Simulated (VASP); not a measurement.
VASP 6.6.1 run: HgTe

INCAR

```
IVDW = 10
IBRION = -1
NELM = 92
ISMEAR = -1
LASPH = .TRUE.
LCHARG = .FALSE.
GGA = PE
EDIFF = 1E-7
NBANDS = 16
ENCUT = 520
PREC = Accurate
SIGMA = 0.02
LREAL = .FALSE.
NSW = 0
ISIF = 2
LWAVE = .FALSE.
```

KPOINTS

```
KPOINTS created by Atomic Simulation Environment
0
Gamma
6 6 6
0 0 0
```

POSCAR

```
Hg Te
 1.0000000000000000
     0.0000000000000000    3.2562663073999998    3.2562663073999998
     3.2562663073999998    0.0000000000000000    3.2562663073999998
     3.2562663073999998    3.2562663073999998    0.0000000000000000
 Hg  Te
   1   1
Cartesian
  0.0000000000000000  0.0000000000000000  0.0000000000000000
  1.6281331536999999  1.6281331536999999  1.6281331536999999
```

The recommended PBE PAW datasets give the neutral cell 18 valence electrons.

Command

```
mpirun -np 1 vasp_std
```

OSZICAR

```
N       E                     dE             d eps       ncg     rms          rms(c)
DAV:   1     0.102237735722E+03    0.10224E+03   -0.79821E+03   512   0.970E+02
DAV:   2    -0.256347061357E+00   -0.10249E+03   -0.96335E+02   600   0.223E+02
DAV:   3    -0.378046772224E+01   -0.35241E+01   -0.35163E+01   640   0.433E+01
DAV:   4    -0.381457205599E+01   -0.34104E-01   -0.34103E-01   776   0.383E+00
DAV:   5    -0.381464776772E+01   -0.75712E-04   -0.75712E-04   688   0.173E-01    0.730E+00
DAV:   6    -0.361174494854E+01    0.20290E+00   -0.39801E-01   568   0.839E+00    0.578E+00
DAV:   7    -0.360459033572E+01    0.71546E-02   -0.98218E-02   592   0.212E+00    0.217E+00
DAV:   8    -0.360394415114E+01    0.64618E-03   -0.10454E-02   536   0.116E+00    0.507E-01
DAV:   9    -0.360396745350E+01   -0.23302E-04   -0.76142E-04   656   0.321E-01    0.117E-01
DAV:  10    -0.360399700467E+01   -0.29551E-04   -0.90087E-05   608   0.845E-02    0.476E-02
DAV:  11    -0.360401264619E+01   -0.15642E-04   -0.35426E-05   600   0.444E-02    0.347E-02
DAV:  12    -0.360401076918E+01    0.18770E-05   -0.40143E-06   584   0.166E-02    0.190E-02
DAV:  13    -0.360401063579E+01    0.13339E-06   -0.61961E-07   624   0.385E-03    0.640E-03
DAV:  14    -0.360401052327E+01    0.11252E-06   -0.29028E-07   560   0.515E-03    0.393E-03
DAV:  15    -0.360401053615E+01   -0.12884E-07   -0.33637E-08   344   0.140E-03
   1 F= -.43874474E+01 E0= -.43872706E+01  d E =-.353641E-03
```

From OUTCAR

```
k-points           NKPTS =     16   k-points in BZ     NKDIM =     16   number of bands    NBANDS=     16

   NELECT =      18.0000    total number of electrons

   dimension x,y,z NGX =    36 NGY =   36 NGZ =   36
   dimension x,y,z NGXF=    72 NGYF=   72 NGZF=   72

  energy-cutoff  :      520.00
  volume of cell :       69.05
      direct lattice vectors                 reciprocal lattice vectors
     0.000000000  3.256266307  3.256266307    -0.153550095  0.153550095  0.153550095
     3.256266307  0.000000000  3.256266307     0.153550095 -0.153550095  0.153550095
     3.256266307  3.256266307  0.000000000     0.153550095  0.153550095 -0.153550095

 k-points in reciprocal lattice and weights: KPOINTS created by Atomic Simulation Env
   0.00000000  0.00000000  0.00000000       0.005
   0.16666667  0.00000000  0.00000000       0.037
   0.33333333  0.00000000  0.00000000       0.037
   0.50000000  0.00000000  0.00000000       0.019
   0.16666667  0.16666667  0.00000000       0.028
   0.33333333  0.16666667  0.00000000       0.111
   0.50000000  0.16666667  0.00000000       0.111
  -0.33333333  0.16666667  0.00000000       0.111
   ...

 E-fermi :   2.8804

 k-point     1 :       0.0000    0.0000    0.0000
  band No.  band energies     occupation
      1      -8.9600      2.00000
      2      -4.3630      2.00000
      3      -4.3630      2.00000
      4      -4.3630      2.00000
      5      -3.8607      2.00000
      6      -3.8607      2.00000
      7       2.0846      2.00000
      8       2.8666      1.33334
      9       2.8666      1.33334
     10       2.8666      1.33334
     11       7.1336      0.00000
     12       7.1336      0.00000
     13       7.1336      0.00000
     14       9.3577      0.00000
     15      12.3847      0.00000
     16      12.3847      0.00000

 k-point     2 :       0.1667    0.0000    0.0000
  band No.  band energies     occupation
      1      -8.8332      2.00000
      2      -4.3287      2.00000
      3      -4.3287      2.00000
      4      -4.3060      2.00000
      5      -3.8633      2.00000
      6      -3.8633      2.00000
      7       0.5264      2.00000
      8       2.5907      2.00000
      9       2.5907      2.00000
     10       3.6474      0.00000
     11       7.1737      0.00000
     12       7.4953      0.00000
     13       7.4953      0.00000
     14      10.6344      0.00000
     15      11.4333      0.00000
     16      11.4333      0.00000

 k-point     3 :       0.3333    0.0000    0.0000
  band No.  band energies     occupation
      1      -8.5614      2.00000
      2      -4.2691      2.00000
      3      -4.2691      2.00000
      4      -4.0225      2.00000
      5      -3.8545      2.00000
      6      -3.8545      2.00000
      7      -1.3723      2.00000
      8       2.1275      2.00000
      9       2.1275      2.00000
     10       3.6653      0.00000
     11       7.8849      0.00000
     12       7.8849      0.00000
     13       8.6734      0.00000
     14      10.4751      0.00000
     15      11.7334      0.00000
     16      11.7334      0.00000

 ...

  Total      -0.25467    -0.25467    -0.25467     0.00000     0.00000    -0.00000
  in kB      -5.90882    -5.90882    -5.90882     0.00000     0.00000    -0.00000
  external pressure =       -5.91 kB  Pullay stress =        0.00 kB

 POSITION                                       TOTAL-FORCE (eV/Angst)
 -----------------------------------------------------------------------------------
      0.00000      0.00000      0.00000         0.000000     -0.000000     -0.000000
      1.62813      1.62813      1.62813        -0.000000      0.000000      0.000000
 -----------------------------------------------------------------------------------
    total drift:                               -0.000000     -0.000000     -0.000000

  FREE ENERGIE OF THE ION-ELECTRON SYSTEM (eV)
  ---------------------------------------------------
  free  energy   TOTEN  =        -4.3874474219 eV

  energy  without entropy=       -4.3870937805  energy(sigma->0) =       -4.38727060
```

It converged. Results: gap between bands v and c on the k mesh 0.00 eV; least direct gap on the k mesh 0.00 eV; pressure -0.6 GPa. Band v is the last that the valence electrons fill when counted band by band, and c is the next.

For comparison, a separate PBE run of the intended cell, on usual settings and not on those above, gives a gap of 0.00 eV on its mesh and a pressure of 2.7 GPa.

The run above took about 21 s on one core of a shared host (Intel Xeon Platinum 8488C) and held 0.21 GiB at most.
